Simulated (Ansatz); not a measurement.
**Every step of a relaxation of Te (sc type)**

DFT, PBE, PAW with Ansatz's default frozen-core files, scalar-relativistic (Ansatz 0.2.0); a Γ-centred 14×14×14 k mesh, Fermi–Dirac smearing of 0.1 eV, no spin polarisation. The run relaxes cell and atoms at a target pressure of 50 GPa.

Command: `ansatz run input.yaml --threads 1 --pin off --max-ram 3584MiB --backend cpu --events-out ev --progress --plain --runs-dir out` It took 9.7 s on 1 thread of Intel(R) Xeon(R) Platinum 8488C (Sapphire Rapids), with other jobs on the host, peak memory 0.36 GiB.

```yaml
crystal:
  lattice:
    - [2.7266400073, 0.0, 0.0]
    - [0.0, 2.7266400073, 0.0]
    - [0.0, 0.0, 2.7266400073]
  atoms:
    - { symbol: Te, position: [0.0, 0.0, 0.0] }
kpoints:
  mp_grid: { grid: [14, 14, 14] }
scf:
  occupations: { method: fermi_dirac, width: 0.1 }
hamiltonian:
  xc: pbe
  pseudopotentials: { kind: paw }
output:
  forces: true
  stress: true
  eigenvalues: true
  write_density: true
  write_potential: true
  elf: true
  volumetric_format: npy
relax:
  f_tol: 0.005
  max_steps: 40
  cell: { p_target: 50.0, stress_tol: 0.03 }
```

Each step lists its enthalpy F + pV a cell above the last geometry, the pressure, the cell vectors (Å), and Cartesian positions (Å) with forces (eV/Å).

The first step:

```
step 1  dH = 91.11 meV  P = 68.9 GPa
  cell 2.7266 0.0000 0.0000  0.0000 2.7266 0.0000  0.0000 0.0000 2.7266
  Te 0.0000 0.0000 0.0000   0.0000 0.0000 0.0000
```

Spin–orbit coupling is left out, which matters for the heavy atoms.

**Question.** Where does the relaxation end, and by which steps?

**Answer.** After 5 geometries, with conventional a, b, c = 2.798, 2.798, 2.798 Å, at 21.909 Å³/atom (+8.08 % against the start) in space group Pm-3m, with a shortest distance of 2.798 Å. The further steps:
```
step 2  dH = 62.24 meV  P = 37.0 GPa
  cell 2.8596 0.0000 0.0000  0.0000 2.8596 0.0000  0.0000 0.0000 2.8596
  Te 0.0000 0.0000 0.0000   0.0000 0.0000 0.0000
step 3  dH = 0.32 meV  P = 49.1 GPa
  cell 2.8023 0.0000 0.0000  0.0000 2.8023 0.0000  0.0000 0.0000 2.8023
  Te 0.0000 0.0000 0.0000   0.0000 0.0000 0.0000
step 4  dH = 0.00 meV  P = 50.0 GPa
  cell 2.7980 0.0000 0.0000  0.0000 2.7980 0.0000  0.0000 0.0000 2.7980
  Te 0.0000 0.0000 0.0000   0.0000 0.0000 0.0000
step 5  dH = 0.00 meV  P = 50.0 GPa
  cell 2.7982 0.0000 0.0000  0.0000 2.7982 0.0000  0.0000 0.0000 2.7982
  Te 0.0000 0.0000 0.0000   0.0000 0.0000 0.0000
step 6  dH = -0.55 meV  P = 50.0 GPa  (same geometry on a basis chosen anew; earlier energies don't compare to the last digit)
  cell 2.7982 0.0000 0.0000  0.0000 2.7982 0.0000  0.0000 0.0000 2.7982
  Te 0.0000 0.0000 0.0000   0.0000 0.0000 0.0000
```
